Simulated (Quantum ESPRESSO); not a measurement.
**BN: zone-centre phonons under several settings**

```
CELL_PARAMETERS angstrom
2.49824 0.00000 0.00000
-1.24912 2.16354 0.00000
0.00000 0.00000 6.63570
ATOMIC_POSITIONS crystal
N 0.66667 0.33333 0.25000
N 0.33333 0.66667 0.75000
B 0.66667 0.33333 0.75000
B 0.33333 0.66667 0.25000
```

All runs used Quantum ESPRESSO 7.5; k mesh 8 × 8 × 2, shifted; given cell, atoms relaxed; no spin polarisation; occupations smeared at first, fixed for the response.

```csv
level,potentials,cutoff (eV),pressure (GPa),lowest optical mode without the field (cm⁻¹),highest optical mode without the field (cm⁻¹),sum of the Born charges (e)
PBE,GBRV 1.5 PBE,612,4.9,44,1374,0.00
PBE,SSSP 1.3 efficiency PBE,816,?,?,?,?
PBE,PseudoDojo 0.4.1 SR PBE standard,1143,4.7,45,1375,0.00
PBE,PseudoDojo 0.4 SR PBE stringent,1143,4.7,45,1375,0.00
PBE,SPMS 1.0 PBE,1197,4.3,45,1371,0.00
```

Problem. What stands in the row left open?

Solution. Pressure 4.0 GPa; lowest optical mode without the field 46 cm⁻¹; highest optical mode without the field 1368 cm⁻¹; sum of the Born charges 0.04 e.

Caveats: all runs use coarse meshes; the cell is more than 3 GPa from zero pressure, which shifts response properties; this functional lacks dispersion, which binds the layers, so the pressure and a relaxed spacing across them are unreliable.

For the row left open. Caveat: the k mesh is coarse (spacing up to 0.47 Å⁻¹), so the values aren't converged; the mesh is thin for the dielectric tensor, Born charges and intensities, which usually come out too large; the cell is more than 3 GPa from zero pressure, which shifts response properties; this functional lacks dispersion, which binds the layers, so the pressure and a relaxed spacing across them are unreliable.
